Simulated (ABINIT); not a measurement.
# Al (Fm-3m) in ABINIT: a series of runs

Aim: see how the results for Al move with the level of theory and the settings. Levels: r2SCAN, LDA. Tasks: equation of state.

Everything below comes from runs of ABINIT 10.8.3 (patched build). Logs are shortened: lines on timing, memory, paths and dates and some standing lists are left out, and cuts for length are marked. The log counts tension as positive stress, the text compression.

**What was measured.**

From “The interpretation of polycrystalline coherent inelastic neutron scattering from aluminium”, 2013, pmc:3831299, for a bulk crystal of Al: bulk modulus 76.9 GPa.

The runs below are set against these values where they give the same quantity.

## (1) The structure

The structure is cubic, space group Fm-3m (No. 225). The conventional cell has a = 4.050 Å, b = 4.050 Å, c = 4.050 Å, α = 90.00°, β = 90.00°, γ = 90.00°. Around Al (site symmetry m-3m) lie 12 Al at 2.86 Å.

## (2) Equation of state, r2SCAN

The input, run.abi:

```
# Datasets: one volume each
ndtset 7
getwfk -1
scalecart1 3*0.9795861087
scalecart2 3*0.9864848297
scalecart3 3*0.9932883884
scalecart4 3*1.0000000000
scalecart5 3*1.0066227096
scalecart6 3*1.0131594038
scalecart7 3*1.0196128224

# Pseudopotentials
pp_dirpath "./"
pseudos "Al.upf"

# Structure
acell 3*1.0
rprim
     0.0000000000     3.8263269058     3.8263269058
     3.8263269058     0.0000000000     3.8263269058
     3.8263269058     3.8263269058     0.0000000000
ntypat 1
znucl 13
natom 1
typat 1
xred
     0.0000000000     0.0000000000     0.0000000000

# Plane-wave basis
ecut 24.0

# k points
kptopt 1
ngkpt 11 11 11
nshiftk 1
shiftk 0.0 0.0 0.0

# Exchange and correlation
ixc -497498
usekden 1
nc_xccc_gspace 1
boxcutmin 3.0

# Bands and occupations
nband 6
occopt 3
tsmear 0.00183747

# SCF cycle
nstep 100
tolvrs 1.0e-9

# Output
iomode 3
prtwf 1
prtden 0
prteig 0
prtebands 0
```

Potentials or basis: PseudoDojo NC SR PBE v0.4 stringent.

The run is started by

```sh
abinit run.abi > log 2>&1
```

run.abo:

```text
.Version 10.8.3 of ABINIT
 DATASET    1 : space group Fm -3 m (#225); Bravais cF (face-center cubic)
================================================================================
 Values of the parameters that define the memory need for DATASET  1.
     intxc =       0    ionmov =       0      iscf =       7    lmnmax =       6
     lnmax =       6     mgfft =      36  mpssoang =       3    mqgrid =    3001
     natom =       1  nloc_mem =       1    nspden =       1   nspinor =       1
    nsppol =       1      nsym =      48    n1xccc =    2501    ntypat =       1
    occopt =       3   xclevel =       2
       mpw =         601          nfft =       46656          nkpt =          56
================================================================================
================================================================================
[... 61 lines left out ...]
 DATASET    7 : space group Fm -3 m (#225); Bravais cF (face-center cubic)
================================================================================
 Values of the parameters that define the memory need for DATASET  7.
     intxc =       0    ionmov =       0      iscf =       7    lmnmax =       6
     lnmax =       6     mgfft =      40  mpssoang =       3    mqgrid =    3001
     natom =       1  nloc_mem =       1    nspden =       1   nspinor =       1
    nsppol =       1      nsym =      48    n1xccc =    2501    ntypat =       1
    occopt =       3   xclevel =       2
       mpw =         677          nfft =       64000          nkpt =          56
================================================================================
================================================================================

--------------------------------------------------------------------------------
------------- Echo of variables that govern the present computation ------------
--------------------------------------------------------------------------------
 -outvars: echo values of preprocessed input variables --------
            acell      1.0000000000E+00  1.0000000000E+00  1.0000000000E+00 Bohr
              amu      2.69815390E+01
        boxcutmin      3.00000000E+00
             ecut      2.40000000E+01 Hartree
           getwfk          -1
                       outvar_i_n : Printing only first  50 k-points.
              ixc     -497498
           jdtset        1    2    3    4    5    6    7
                       outvar_i_n : Printing only first  50 k-points.
         kptrlatt       11    0    0      0   11    0      0    0   11
          kptrlen1     5.83085676E+01
          kptrlen2     5.87192048E+01
          kptrlen3     5.91241776E+01
          kptrlen4     5.95236774E+01
          kptrlen5     5.99178855E+01
          kptrlen6     6.03069736E+01
          kptrlen7     6.06911048E+01
            natom           1
            nband           6
   nc_xccc_gspace           1
[... 37 lines left out ...]
                       3.9013719758E+00  0.0000000000E+00  3.9013719758E+00
                       3.9013719758E+00  3.9013719758E+00  0.0000000000E+00
          spgroup         225
           tolvrs      1.00000000E-09
           tsmear      1.83747000E-03 Hartree
            typat      1
          usekden           1
                       outvars : Printing only first  50 k-points.
            znucl       13.00000

================================================================================

 chkinp: Checking input parameters for consistency, jdtset=   1.

 chkinp: Checking input parameters for consistency, jdtset=   2.
[... 32 lines left out ...]
 getcut : COMMENT -
  Note that boxcut > 2.2 ; recall that boxcut=Gcut(box)/Gcut(sphere) = 2
  is sufficient for exact treatment of convolution.
  Such a large boxcut is a waste : you could raise ecut
  e.g. ecut=   56.903029 Hartrees makes boxcut=2

--- Pseudopotential description ------------------------------------------------
- pspini: atom type   1  psp file is ./Al.upf
12 -101130 2 -1 1876                          pspcod,pspxc,lmax,lloc,mmax
     nproj     2     2     2

   1.22442163E+01                                ecore*ucvol(ha*bohr**3)
--------------------------------------------------------------------------------

================================================================================

--- !BeginCycle
iteration_state: {dtset: 1, }
solver: {iscf: 7, nstep: 100, nline: 4, wfoptalg: 0, }
tolerances: {tolvrs: 1.00E-09, }
...
[... 1017 lines left out ...]
-Cartesian components of stress tensor (GPa)         [Pressure= -5.3722E+00 GPa]
- sigma(1 1)=  5.37220416E+00  sigma(3 2)=  0.00000000E+00
- sigma(2 2)=  5.37220416E+00  sigma(3 1)=  0.00000000E+00
- sigma(3 3)=  5.37220416E+00  sigma(2 1)=  0.00000000E+00

== END DATASET(S) ==============================================================
================================================================================

 -outvars: echo values of variables after computation  --------
            acell      1.0000000000E+00  1.0000000000E+00  1.0000000000E+00 Bohr
           etotal1    -2.3413635783E+00
           etotal2    -2.3415980476E+00
           etotal3    -2.3416844832E+00
           etotal4    -2.3416382396E+00
           etotal5    -2.3414733484E+00
           etotal6    -2.3412024719E+00
           etotal7    -2.3408371401E+00
            fcart1    -0.0000000000E+00 -0.0000000000E+00 -0.0000000000E+00
            fcart2    -0.0000000000E+00 -0.0000000000E+00 -0.0000000000E+00
            fcart3    -0.0000000000E+00 -0.0000000000E+00 -0.0000000000E+00
            fcart4    -0.0000000000E+00 -0.0000000000E+00 -0.0000000000E+00
            fcart5    -0.0000000000E+00 -0.0000000000E+00 -0.0000000000E+00
            fcart6    -0.0000000000E+00 -0.0000000000E+00 -0.0000000000E+00
            fcart7    -0.0000000000E+00 -0.0000000000E+00 -0.0000000000E+00
            rprim1     0.0000000000E+00  3.7482166843E+00  3.7482166843E+00
                       3.7482166843E+00  0.0000000000E+00  3.7482166843E+00
                       3.7482166843E+00  3.7482166843E+00  0.0000000000E+00
[... 17 lines left out ...]
                       3.9013719758E+00  3.9013719758E+00  0.0000000000E+00
           strten1    -1.3996461945E-04 -1.3996461945E-04 -1.3996461945E-04
                       0.0000000000E+00  0.0000000000E+00  0.0000000000E+00
           strten2    -7.0254496263E-05 -7.0254496263E-05 -7.0254496263E-05
                       0.0000000000E+00  0.0000000000E+00  0.0000000000E+00
           strten3    -7.7461741220E-06 -7.7461741220E-06 -7.7461741220E-06
                       0.0000000000E+00  0.0000000000E+00  0.0000000000E+00
           strten4     4.8215659974E-05  4.8215659974E-05  4.8215659974E-05
                       0.0000000000E+00  0.0000000000E+00  0.0000000000E+00
           strten5     9.8240785802E-05  9.8240785802E-05  9.8240785802E-05
                       0.0000000000E+00  0.0000000000E+00  0.0000000000E+00
           strten6     1.4287649706E-04  1.4287649706E-04  1.4287649706E-04
                       0.0000000000E+00  0.0000000000E+00  0.0000000000E+00
           strten7     1.8259750789E-04  1.8259750789E-04  1.8259750789E-04
                       0.0000000000E+00  0.0000000000E+00  0.0000000000E+00
 Calculation completed.
```

It took 3.6 min on 1 thread of Arm Neoverse V2, shared host; peak memory 0.12 GiB.

What came out:

```yaml
Equilibrium_volume: "16.31 Å³/atom (rough: see the caveat)"
Bulk_modulus: 84 GPa (rough)
```

Energy against volume, from the lowest point:
| volume (Å³/atom) | energy (meV/atom) |
| --- | --- |
| 15.607 | 8.73 |
| 15.939 | 2.35 |
| 16.271 | 0.00 |
| 16.603 | 1.26 |
| 16.935 | 5.75 |
| 17.267 | 13.12 |
| 17.599 | 23.06 |

Caveat: a meta-GGA on potentials with a model core is unreliable; pressures at fixed basis lie under the slope of the energies; the potentials were made for another functional, which shifts forces and pressure; the fit is rough or its minimum lies at the end of the range.

## (3) Equation of state, LDA

The input, run.abi:

```
ndtset 7
getwfk -1
scalecart1 3*0.9795861087
scalecart2 3*0.9864848297
scalecart3 3*0.9932883884
scalecart4 3*1.0000000000
scalecart5 3*1.0066227096
scalecart6 3*1.0131594038
scalecart7 3*1.0196128224

pp_dirpath "./"
pseudos "Al.LDA_PW-JTH.xml"

acell 3*1.0 Angstrom
rprim
     0.0000000000     2.0248050000     2.0248050000
     2.0248050000     0.0000000000     2.0248050000
     2.0248050000     2.0248050000     0.0000000000
ntypat 1
znucl 13
natom 1
typat 1
xred
     0.0000000000     0.0000000000     0.0000000000

ecut 20.0
pawecutdg 40.0

kptopt 1
ngkpt 11 11 11
nshiftk 1
shiftk 0.0 0.0 0.0

ixc 7

nband 6
occopt 3
tsmear 0.05 eV

nstep 100
tolvrs 1.0e-9

iomode 3
prtwf 1
prtden 0
prteig 0
prtebands 0
```

Potentials or basis: JTH PAW LDA v2.0.

The run is started by

```sh
abinit run.abi > log 2>&1
```

Run time: 14 s. Hardware: 1 thread of Arm Neoverse V2, shared host; peak memory 0.13 GiB.

It converged, with:

| Property | Result |
| --- | --- |
| Equilibrium volume | 15.81 Å³/atom |
| Bulk modulus | 86 GPa |
| Pressure derivative of the bulk modulus | 4.6 |

Energy against volume, from the lowest point:
| volume (Å³/atom) | energy (meV/atom) |
| --- | --- |
| 15.607 | 0.49 |
| 15.939 | 0.00 |
| 16.271 | 3.06 |
| 16.603 | 9.31 |
| 16.935 | 18.38 |
| 17.267 | 29.97 |
| 17.599 | 43.76 |

Caveat: pressures at fixed basis lie under the slope of the energies.

## (4) Comparison with measurements

Step 3. Against the measured bulk modulus of Al, 76.9 GPa (quoted in “The interpretation of polycrystalline coherent inelastic neutron scattering from aluminium”, 2013, pmc:3831299), the calculated 86 GPa is off by +11.4 %. The fit is for a static lattice scaled at fixed shape and fixed fractional positions. The cell as given is a measured one (16.60 Å³/atom); LDA puts the equilibrium volume -4.7 % from it, thermal expansion not counted.
